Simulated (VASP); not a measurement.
# ZnS (P6_3mc) in VASP: single point with PBE

Aim: the single point of ZnS with PBE.

Program: VASP 6.6.1. These are calculated values, not measurements. Logs are shortened: lines on timing, memory, paths and dates and some standing lists are left out, and cuts for length are marked.

**The experiment to reproduce.**

A printed reference work, monograph reports, for a bulk crystal of ZnS at 4 K: band gap 3.911 eV (direct).

The results are compared with them further down.

## (1) The cell of the first run

The structure is hexagonal, space group P6_3mc (No. 186). Conventional cell: a = 3.823 Å, b = 3.823 Å, c = 12.520 Å, α = 90.00°, β = 90.00°, γ = 120.00°. Zn (site symmetry 3m) has 4 S at 2.34 to 2.35 Å within 3.1 Å. Within 3.1 Å of Zn (site symmetry 3m) lie 4 S at 2.34 to 2.35 Å. S (site symmetry 3m) has 4 Zn at 2.34 to 2.35 Å within 3.1 Å. Within 3.1 Å of S (site symmetry 3m) lie 4 Zn at 2.34 to 2.35 Å.

## (2) Single point, PBE

INCAR

```
PREC = Accurate
ENCUT = 520
EDIFF = 1E-7
ISMEAR = 0
SIGMA = 0.05
LREAL = False
LASPH = True
NELM = 60
ALGO = Normal
ISIF = 2
LWAVE = False
LCHARG = True
GGA = PE
LELF = True
LVHAR = True
NBANDS = 46
```

KPOINTS

```
regular mesh
0
Gamma
  12 12 4
```

POSCAR

```
ZnS
1.0
    3.8227020304      0.0000000000      0.0000000000
   -1.9113510152      3.3105570694      0.0000000000
    0.0000000000      0.0000000000     12.5200000000
Zn S
4 4
Direct
    0.0000000000      0.0000000000      0.0000000000
    0.0000000000      0.0000000000      0.5000000000
    0.3333333333      0.6666666667      0.2500000000
    0.6666666667      0.3333333333      0.7500000000
    0.0000000000      0.0000000000      0.1875000000
    0.0000000000      0.0000000000      0.6875000000
    0.3333333333      0.6666666667      0.4375000000
    0.6666666667      0.3333333333      0.9375000000
```

Potentials or basis: VASP PAW PBE potentials, release 64 (Zn, S).

Run with:

```
$ cat potpaw_PBE.64/Zn/POTCAR potpaw_PBE.64/S/POTCAR > POTCAR
$ mpirun -np 1 vasp_std > vasp.out
```

OUTCAR:

```text
PREC = Accurate
   ENCUT = 520
   EDIFF = 1E-7
   ISMEAR = 0
   LREAL = False
   LASPH = True
   NELM = 60
   ISIF = 2
   GGA = PE

 ion  position               nearest neighbor table
   1  0.000  0.000  0.000-   8 2.34   8 2.34   8 2.34   5 2.35
   2  0.000  0.000  0.500-   7 2.34   7 2.34   7 2.34   6 2.35
   3  0.333  0.667  0.250-   5 2.34   5 2.34   5 2.34   7 2.35
   4  0.667  0.333  0.750-   6 2.34   6 2.34   6 2.34   8 2.35
   5  0.000  0.000  0.188-   3 2.34   3 2.34   3 2.34   1 2.35
   6  0.000  0.000  0.688-   4 2.34   4 2.34   4 2.34   2 2.35
   7  0.333  0.667  0.438-   2 2.34   2 2.34   2 2.34   3 2.35
   8  0.667  0.333  0.938-   1 2.34   1 2.34   1 2.34   4 2.35

  LATTYP: Found a hexagonal cell.
 ALAT       =     3.8227020304
 C/A-ratio  =     3.2751702593

  Lattice vectors:

 A1 = (   3.8227020304,   0.0000000000,   0.0000000000)
 A2 = (  -1.9113510152,   3.3105570694,   0.0000000000)
 A3 = (   0.0000000000,   0.0000000000,  12.5200000000)

Analysis of symmetry for initial positions (statically):
=====================================================================
 Subroutine PRICEL returns:
 Original cell was already a primitive cell.

 Routine SETGRP: Setting up the symmetry group for a
 hexagonal supercell.

 Subroutine GETGRP returns: Found 12 space group operations
 (whereof  6 operations were pure point group operations)
 out of a pool of 24 trial point group operations.

The static configuration has the point symmetry C_3v.
 The point group associated with its full space group is C_6v.

Analysis of symmetry for dynamics (positions and initial velocities):
=====================================================================
 Subroutine PRICEL returns:
 Original cell was already a primitive cell.

 Routine SETGRP: Setting up the symmetry group for a
 hexagonal supercell.

 Subroutine GETGRP returns: Found 12 space group operations
 (whereof  6 operations were pure point group operations)
 out of a pool of 24 trial point group operations.

The dynamic configuration has the point symmetry C_3v.
 The point group associated with its full space group is C_6v.

 Subroutine INISYM returns: Found 12 space group operations
 (whereof  6 operations are pure point group operations),
 and found     1 'primitive' translations

----------------------------------------------------------------------------------------

                                     Primitive cell

  volume of cell :     158.4440

  direct lattice vectors                    reciprocal lattice vectors
     3.822702030  0.000000000  0.000000000     0.261595069  0.151031983  0.000000000
    -1.911351015  3.310557069  0.000000000     0.000000000  0.302063967  0.000000000
     0.000000000  0.000000000 12.520000000     0.000000000  0.000000000  0.079872204

  length of vectors
     3.822702030  3.822702030 12.520000000     0.302063967  0.302063967  0.079872204

  position of ions in fractional coordinates (direct lattice)
     0.000000000  0.000000000  0.000000000
     0.000000000  0.000000000  0.500000000
     0.333333333  0.666666667  0.250000000
     0.666666667  0.333333333  0.750000000
     0.000000000  0.000000000  0.187500000
     0.000000000  0.000000000  0.687500000
     0.333333333  0.666666667  0.437500000
     0.666666667  0.333333333  0.937500000

  ion indices of the primitive-cell ions
   primitive index   ion index
                 1           1
                 2           2
                 3           3
                 4           4
                 5           5
                 6           6
                 7           7
                 8           8

----------------------------------------------------------------------------------------

 KPOINTS: regular mesh

Automatic generation of k-mesh.
 Grid dimensions read from file:
 generate k-points for:   12   12    4

 Generating k-lattice:

  Cartesian coordinates                     Fractional coordinates (reciprocal lattice)
     0.021799589  0.012585999  0.000000000     0.083333333  0.000000000  0.000000000
     0.000000000  0.025171997  0.000000000     0.000000000  0.083333333  0.000000000
     0.000000000  0.000000000  0.019968051     0.000000000  0.000000000  0.250000000

  Length of vectors
     0.025171997  0.025171997  0.019968051

  Shift w.r.t. Gamma in fractional coordinates (k-lattice)
     0.000000000  0.000000000  0.000000000

 Subroutine IBZKPT returns following result:
 ===========================================

 Found     57 irreducible k-points:

 Following reciprocal coordinates:
            Coordinates               Weight
  0.000000  0.000000  0.000000      1.000000
  0.083333 -0.000000  0.000000      6.000000
  0.166667 -0.000000  0.000000      6.000000
  0.250000  0.000000  0.000000      6.000000
  0.333333  0.000000  0.000000      6.000000
  0.416667  0.000000  0.000000      6.000000
[... 16 lines left out ...]
  0.250000  0.000000  0.250000     12.000000
  0.333333  0.000000  0.250000     12.000000
 [... further k-points ...]
   k-points           NKPTS =     57   k-points in BZ     NKDIM =     57   number of bands    NBANDS=     46
   number of dos      NEDOS =    301   number of ions     NIONS =      8
   total plane-waves  NPLWV =  75264
   dimension x,y,z NGX =    28 NGY =   28 NGZ =   96
   dimension x,y,z NGXF=    56 NGYF=   56 NGZF=  192
   ions per type =               4   4
   NGX,Y,Z   is equivalent  to a cutoff of  12.18, 12.18, 12.75 a.u.
   NGXF,Y,Z  is equivalent  to a cutoff of  24.35, 24.35, 25.49 a.u.
 SYSTEM =  unknown system
   PREC   = accura    normal or accurate (medium, high low for compatibility)
   ISTART =      0    job   : 0-new  1-cont  2-samecut
   ICHARG =      2    charge: 1-file 2-atom 10-const
   ISPIN  =      1    spin polarized calculation?
   LNONCOLLINEAR =      F non collinear calculations
   LSORBIT =      F    spin-orbit coupling
   LASPH  =      T    aspherical Exc in radial PAW
   ENCUT  =  520.0 eV  38.22 Ry    6.18 a.u.   7.11  7.11 23.28*2*pi/ulx,y,z
   NELM   =     60;   NELMIN=  2; NELMDL= -5     # of ELM steps
   EDIFF  = 0.1E-06   stopping-criterion for ELM
   LREAL  =      F    real-space projection
   EDIFFG = 0.1E-05   stopping-criterion for IOM
   NSW    =      0    number of steps for IOM
   IBRION =     -1    ionic relax: 0-MD 1-quasi-New 2-CG
   NFREE  =      0    steps in history (QN), initial steepest desc. (CG)
   ISIF   =      2    stress and relaxation
   ISYM   =      2    0-nonsym 1-usesym 2-fastsym
   POTIM  = 0.5000    time-step for ionic-motion
   TEBEG  =    0.0;   TEEND  =   0.0 temperature during run
   PSTRESS=    0.0 pullay stress
   NELECT =      72.0000    total number of electrons
   NUPDOWN=      -1.0000    fix difference up-down
   EMIN   =  10.00;   EMAX   =-10.00  energy-range for DOS
   EFERMI =   0.00;   METHOD = LEGACY
   ISMEAR =     0;   SIGMA  =   0.05  broadening in eV -4-tet -1-fermi 0-gaus
   EFERMI_NEDOS =   21; number of points for ismear=-14 and -15
   IALGO  =     38    algorithm
   IMIX   =      4    mixing-type and parameters
     AMIX     =   0.40;   BMIX     =  1.00
     AMIX_MAG =   1.60;   BMIX_MAG =  1.00
  volume/ion in A,a.u.               =      19.81       133.65
  Fermi-wavevector in a.u.,A,eV,Ry     =   1.258617  2.378442 21.553229  1.584118
  Thomas-Fermi vector in A             =   2.392218
   LORBIT       =      0    0 simple, 1 ext, 2 COOP (PROOUT), +10 PAW based schemes
   GGA     = PE    functional components
   LHFCALC =     F    Hartree Fock is set to
   AEXX    =    0.0000 exact exchange contribution
   IVDW    =     0    specifies the selected vdW correction
   LEPSILON=     F    determine dielectric tensor
   LRPA    =     F    only Hartree local field effects (RPA)
 non-spin polarized calculation
 Gauss-broadening in eV      SIGMA  =   0.05
  energy-cutoff  :      520.00
  volume of cell :      158.44
 maximum number of plane-waves:      4296
   NGX = 15   NGY = 15   NGZ = 47

 number of electron      71.9999983 magnetization

 Free energy of the ion-electron system (eV)
  ---------------------------------------------------
  ext. energy  EPLUGINS =         0.00000000
  ---------------------------------------------------
  free energy    TOTEN  =       -27.38422883 eV

  energy without entropy =      -27.38422883  energy(sigma->0) =      -27.38422883

 E-fermi :   2.2931     XC(G=0):  -9.6084

 val. band max:        2.0786365501   @ k =   0.0000   0.0000   0.0000
 cond. band min:       4.2107809561   @ k =   0.0000   0.0000   0.0000
 fundamental gap:      2.1321444059
 Fermi energy:         2.2930980156

 k-point     1 :       0.0000    0.0000    0.0000
  band No.  band energies     occupation
      1     -11.0469      2.00000
      2     -10.6333      2.00000
      3     -10.6216      2.00000
      4     -10.1274      2.00000
      5      -4.2453      2.00000
      6      -4.2418      2.00000
[... 38 lines left out ...]
     45       8.7408      0.00000
     46       8.8770      0.00000

 k-point     2 :       0.0833   -0.0000    0.0000
  band No.  band energies     occupation
      1     -11.0002      2.00000
      2     -10.5945      2.00000
      3     -10.5828      2.00000
      4     -10.1011      2.00000
      5      -4.2462      2.00000
      6      -4.2360      2.00000
[... 38 lines left out ...]
     45       8.6600      0.00000
     46       8.9545      0.00000

 k-point     3 :       0.1667   -0.0000    0.0000
  band No.  band energies     occupation
      1     -10.8663      2.00000
      2     -10.4853      2.00000
      3     -10.4736      2.00000
      4     -10.0299      2.00000
      5      -4.2577      2.00000
      6      -4.2393      2.00000
[... 1018 lines left out ...]
     45       9.1756      0.00000
     46       9.3943      0.00000

 k-point    24 :       0.3333    0.0000    0.2500
  band No.  band energies     occupation
      1     -10.4123      2.00000
      2     -10.2629      2.00000
      3     -10.0417      2.00000
      4      -9.8787      2.00000
      5      -4.2677      2.00000
      6      -4.2327      2.00000
[... 38 lines left out ...]
     45       9.2234      0.00000
     46       9.7882      0.00000

 [... further k-points ...]

------------------------ aborting loop because EDIFF is reached ----------------------------------------

  FORCE on cell =-STRESS in cart. coord.  units (eV):
  Direction    XX          YY          ZZ          XY          YZ          ZX
  --------------------------------------------------------------------------------------
  -------------------------------------------------------------------------------------
  Total        1.5206752      1.5206752      1.3892226      0.0000000      0.0000000      0.0000000
  in kB       15.3769855     15.3769855     14.0477433      0.0000000      0.0000000      0.0000000
  external PRESSURE =      14.9339047 kB  Pullay stress =       0.0000000 kB

 VOLUME and BASIS-vectors are now :
 -----------------------------------------------------------------------------
  energy-cutoff  :      520.00
  volume of cell :      158.44
      direct lattice vectors                 reciprocal lattice vectors
     3.822702030  0.000000000  0.000000000     0.261595069  0.151031983  0.000000000
    -1.911351015  3.310557069  0.000000000     0.000000000  0.302063967  0.000000000
     0.000000000  0.000000000 12.520000000     0.000000000  0.000000000  0.079872204

 POSITION                                       TOTAL-FORCE (eV/Angst)
 -----------------------------------------------------------------------------------
      0.00000      0.00000      0.00000         0.000000     -0.000000      0.022811
      0.00000      0.00000      6.26000         0.000000     -0.000000      0.022811
     -0.00000      2.20704      3.13000         0.000000     -0.000000      0.007900
      1.91135      1.10352      9.39000        -0.000000     -0.000000      0.007900
      0.00000      0.00000      2.34750         0.000000      0.000000     -0.043527
      0.00000      0.00000      8.60750         0.000000     -0.000000     -0.043527
     -0.00000      2.20704      5.47750         0.000000     -0.000000      0.012816
      1.91135      1.10352     11.73750         0.000000      0.000000      0.012816
 -----------------------------------------------------------------------------------
    total drift:                               -0.000001     -0.000002     -0.000097

  FREE ENERGIE OF THE ION-ELECTRON SYSTEM (eV)
  ---------------------------------------------------
  free  energy   TOTEN  =       -27.3842288336 eV

  energy  without entropy=      -27.3842288336  energy(sigma->0) =      -27.38422883
```

Wall time 12 min (1 thread of Oxide Virtual Turin-like, shared host); peak memory 0.42 GiB.

Results:

- Free energy: -27.3842 eV
- Pressure: 1.5 GPa
- Largest force: 0.044 eV/Å
- Band gap on the k mesh: 2.13 eV, direct

Forces in eV/Å, atoms in the order of the input:
```
Zn   0.000  0.000  0.023
Zn   0.000  0.000  0.023
Zn   0.000  0.000  0.008
Zn   0.000  0.000  0.008
S    0.000  0.000 -0.044
S    0.000  0.000 -0.044
S    0.000  0.000  0.013
S    0.000  0.000  0.013
```

## (3) How close it comes

Step 2. A measured gap of ZnS is 3.911 eV (direct; 4 K; a printed reference work, monograph); the calculated 2.13 eV misses it by -1.78 eV. The value is that of PBE on a finite k mesh, which can miss the band edges, without temperature or zero-point motion. Semilocal functionals fall short of measured gaps as a rule.
